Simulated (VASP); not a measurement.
The system is TiS2.

```
CELL_PARAMETERS angstrom
3.35846 0.00000 0.00000
-1.67923 2.90851 0.00000
0.00000 0.00000 5.52309
ATOMIC_POSITIONS crystal
Ti 0.00000 0.00000 0.00000
S 0.33333 0.66667 0.25877
S 0.66667 0.33333 0.74123
```

Base run:

```yaml
Program: VASP 6.6.1
Functional: PBE
Potentials_or_basis: VASP PAW PBE potentials, release 64 (Ti_sv, S)
Cutoff: 520 eV
k_mesh: 12 × 12 × 7
Occupations: methfessel-paxton, width 0.1 eV
Spin: no spin polarisation
```

Its results: pressure 3.8 GPa; largest force 0.012 eV/Å.

Q: The run is repeated on the same cell with these changes: functional from PBE to LDA; potentials or basis from VASP PAW PBE potentials, release 64 (Ti_sv, S) to VASP PAW LDA potentials, release 64 (Ti_sv, S). What comes out?

A: Pressure -3.5 GPa; largest force 0.277 eV/Å.
